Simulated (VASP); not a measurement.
Here is a VASP 6.6.1 calculation.

INCAR

```
SYSTEM = Si
  PREC = Accurate
  ENCUT = 600
  EDIFF = 1E-7
  ISMEAR = 1
  SIGMA = 0.1
  LREAL = .False.
  LASPH = .True.
  NELM = 80
  ALGO = Fast
  ISIF = 4
  LWAVE = .False.
  LCHARG = .False.
  GGA = CA
  IBRION = 2
  NSW = 40
  EDIFFG = -0.01
```

KPOINTS

```
Automatic mesh
0
Gamma
  18 18 15
  0 0 0
```

The input POSCAR:

```
Si                                      
1.0
    2.5923869310      0.0000000000      0.0000000000
   -1.2961934656      2.2450729386     -0.0000000000
    0.0000000000      0.0000000000      2.4518322486
  Si            
     1
Direct
     0.0000000000000000    0.0000000000000000    0.0000000000000000
```

Potentials or basis: VASP PAW LDA potentials, release 64 (Si).

The run is started by

```console
$ cat potpaw_LDA.64/Si/POTCAR > POTCAR
$ mpirun -np 1 vasp_std > vasp.out
```

Problem. Predict the band gap on the k mesh.

Solution. None (metal or under the smearing width).

Final structure:
```yaml
crystal:
  lattice:
    - [2.59239, 0.00000, 0.00000]
    - [-1.29619, 2.24507, 0.00000]
    - [0.00000, 0.00000, 2.45183]
  atoms:
    - { symbol: Si, position: [0.00000, 0.00000, 0.00000] }
```

Caveat: the relaxation stopped at its first step, so nothing moved.
